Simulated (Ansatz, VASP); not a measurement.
Given: the input of a run of Ansatz 0.2.0 on In. 

input.yaml

```yaml
crystal:
  lattice:
    - [-1.62547, 1.62547, 2.4737]
    - [1.62547, -1.62547, 2.4737]
    - [1.62547, 1.62547, -2.4737]
  atoms:
    - { symbol: In, position: [0.0, 0.0, 0.0] }
kpoints:
  mp_grid: { grid: [11, 11, 11] }
scf:
  occupations: { method: fermi_dirac, width: 0.05 }
hamiltonian:
  xc: pbesol
  pseudopotentials: { kind: all_electron, lapw: { basis_error: 0.001 } }
output:
  forces: true
  stress: true
  eigenvalues: true
  populations: true
```

Potentials or basis: all-electron LAPW, scalar-relativistic.

The run is started by

```console
$ ansatz run input.yaml --threads 1 --pin off --max-ram 3072MiB --backend cpu --events-out ev --progress --plain --runs-dir out
```

Question: Translate it to VASP 6.6.1. Potentials or basis there: PBE PAW files In_d, 520 eV.

Answer: As run (cutoffs and basis follow the program's own potentials, and thresholds, step limits or extra output files can differ):

INCAR

```
SYSTEM = In
PREC     = Accurate       ! precision mode
ENCUT    = 520            ! plane-wave cutoff, eV
EDIFF    = 1E-7           ! SCF threshold, eV
ISMEAR   = -1             ! smearing method
SIGMA    = 0.05           ! smearing width, eV
LREAL    = .False.        ! projectors in reciprocal space
LASPH    = .True.         ! aspherical terms in the spheres
NELM     = 60             ! most SCF steps
ALGO     = Normal         ! electronic algorithm
ISIF     = 2              ! what is computed and relaxed
LWAVE    = .False.        ! write WAVECAR
LCHARG   = .False.        ! write CHGCAR
GGA      = PS             ! functional
NBANDS   = 12             ! bands
```

File KPOINTS:

```
Automatic mesh
0
Gamma
  11 11 11
  0 0 0
```

The input POSCAR:

```
In
1.0
   -1.6254700000      1.6254700000      2.4737000000
    1.6254700000     -1.6254700000      2.4737000000
    1.6254700000      1.6254700000     -2.4737000000
In
1
Direct
    0.0000000000      0.0000000000      0.0000000000
```

Potentials or basis: VASP PAW PBE potentials, release 64 (In_d).

The run is started by

```console
$ cat potpaw_PBE.64/In_d/POTCAR > POTCAR
$ mpirun -np 1 vasp_std > vasp.out
```

Both were run:

|  | Ansatz | VASP |
| --- | --- | --- |
| Pressure | -0.9 GPa | -1.0 GPa |

VASP's potentials were made for PBE.

Where Ansatz's input types no cutoff or centring, it takes its own default and a Γ-centred mesh.

Pressure is positive in compression.
